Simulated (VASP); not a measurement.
Runs of VASP 6.6.1 on GaSb. It takes space group F-43m (No. 216, cubic). The conventional cell has a = 6.118 Å, b = 6.118 Å, c = 6.118 Å, α = 90.00°, β = 90.00°, γ = 90.00°. Sb (site symmetry -43m) is surrounded by 4 Ga at 2.65 Å. Around Ga (site symmetry -43m) lie 4 Sb at 2.65 Å. 

```tsv
level	gap on the mesh (eV)	pressure (GPa)	relaxed volume (Å³/atom)
vdW-DF2	none	0.0	32.99
rev-vdW-DF2	none	0.0	(b)
optB86b-vdW	none	0.0	29.27
BEEF-vdW	none	0.0	(a)
vdW-DF-cx	none	0.0	28.81
```

Alike in all rows: task relaxation of cell and atoms; potentials or basis VASP PAW PBE potentials, release 64 (Sb, Ga_d); no spin polarisation; cell relaxed; k mesh 8 × 8 × 8; cutoff (eV) 600; smearing fermi-dirac 0.05 eV.

Q: Estimate the missing entries.

A: (a) 30.65; (b) 29.43.

Caveats: the PAW data sets were made with another functional, which shifts forces and pressure a little; this crystal is a semiconductor, whose small gap the functional closes, so the metal is an error of the method; the volume moved by over 15 % at a fixed basis, so the end points are rough (some runs); the volume moved by +15 % from the deposited cell, more than functionals usually miss (some runs).

A k mesh can miss the band edges, and the runs leave out spin-orbit coupling on Ga, Sb.

A gap of «none» marks a metal or a gap under the smearing width.

Runs at the PBE level aren't shown here.
